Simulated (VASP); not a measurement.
Method: vdW-DF-cx, VASP's PBE PAW potentials (set 64) (plane waves; VASP 6.6.1).

A VASP calculation is set up with these files.

File POSCAR:
```
CsI
1
    4.5681940374     0.0000000000     0.0000000000
    0.0000000000     4.5681940374     0.0000000000
    0.0000000000     0.0000000000     4.5681940374
Cs I
1 1
Direct
  0.0000000000   0.0000000000   0.0000000000
  0.5000000000   0.5000000000   0.5000000000
```

File KPOINTS:
```
K-points
0
gamma
 6 6 6
0 0 0
```

**INCAR**
```
! general
SYSTEM    =  CsI
PREC      =  Accurate
ENCUT     =  520
LREAL     =  .FALSE.   ! projection in real space or not
LASPH     =  .TRUE.   ! aspherical one-centre terms

! electronic loop
EDIFF     =  1E-7
NELM      =  100
ALGO      =  Normal   ! blocked Davidson
LMAXMIX   =  4   ! l cut-off of mixed one-centre charges

! smearing
ISMEAR    =  0
SIGMA     =  0.05

! functional
GGA       =  CX
LUSE_VDW  =  .TRUE.
AGGAC     =  0.0

! ions
ISIF      =  2   ! forces and stress, cell fixed

! output
LWAVE     =  .FALSE.
LCHARG    =  .FALSE.
```

POTCAR, in this order: Cs_sv I (PBE.64 set). Program: vasp_std.

Output of the run:

File OSZICAR:
```
       N       E                     dE             d eps       ncg     rms          rms(c)
DAV:   1     0.101679150426E+03    0.10168E+03   -0.63112E+03   480   0.111E+03
DAV:   2     0.699173597620E+01   -0.94687E+02   -0.89608E+02   740   0.168E+02
DAV:   3    -0.820761409646E+00   -0.78125E+01   -0.77814E+01   612   0.558E+01
DAV:   4    -0.937019436282E+00   -0.11626E+00   -0.11623E+00   556   0.823E+00
DAV:   5    -0.938468946876E+00   -0.14495E-02   -0.14495E-02   632   0.998E-01    0.139E+00
DAV:   6    -0.826697181661E+00    0.11177E+00   -0.15946E-01   524   0.191E+00    0.101E+00
DAV:   7    -0.808558675553E+00    0.18139E-01   -0.13290E-01   564   0.183E+00    0.514E-01
DAV:   8    -0.814549418932E+00   -0.59907E-02   -0.12316E-02   524   0.752E-01    0.789E-02
DAV:   9    -0.815392470614E+00   -0.84305E-03   -0.12014E-03   560   0.243E-01    0.688E-02
DAV:  10    -0.815578762590E+00   -0.18629E-03   -0.24605E-04   540   0.116E-01    0.134E-02
DAV:  11    -0.815585986841E+00   -0.72243E-05   -0.42110E-05   584   0.374E-02    0.460E-03
DAV:  12    -0.815589369284E+00   -0.33824E-05   -0.88738E-06   524   0.225E-02    0.247E-03
DAV:  13    -0.815589455068E+00   -0.85784E-07   -0.31238E-07   588   0.365E-03
   1 F= -.81558946E+00 E0= -.81558946E+00  d E =-.650333E-16
```

**OUTCAR**
```
------------------------ aborting loop because EDIFF is reached ----------------------------------------
  FORCE on cell =-STRESS in cart. coord.  units (eV):
  Direction    XX          YY          ZZ          XY          YZ          ZX
  --------------------------------------------------------------------------------------
  Total       -0.2206323     -0.2206323     -0.2206323      0.0000000      0.0000000      0.0000000
  in kB       -3.7080539     -3.7080539     -3.7080539      0.0000000      0.0000000      0.0000000
  external PRESSURE =      -3.7080539 kB  Pullay stress =       0.0000000 kB
  volume of cell :       95.33
      direct lattice vectors                 reciprocal lattice vectors
     4.568194037  0.000000000  0.000000000     0.218904887  0.000000000  0.000000000
     0.000000000  4.568194037  0.000000000     0.000000000  0.218904887  0.000000000
     0.000000000  0.000000000  4.568194037     0.000000000  0.000000000  0.218904887
 POSITION                                       TOTAL-FORCE (eV/Angst)
 -----------------------------------------------------------------------------------
      0.00000      0.00000      0.00000         0.000000      0.000000      0.000000
      2.28410      2.28410      2.28410         0.000000      0.000000      0.000000
 -----------------------------------------------------------------------------------
    total drift:                               -0.000000      0.000000      0.000000
  FREE ENERGIE OF THE ION-ELECTRON SYSTEM (eV)
  ---------------------------------------------------
  free  energy   TOTEN  =        -0.8155894551 eV

  energy  without entropy=       -0.8155894551  energy(sigma->0) =       -0.81558946
```
(Selected blocks of OUTCAR.)

The compound is CsI in the CsCl type structure. This cell is one point of a volume scan, at 1.03 of the reference volume.
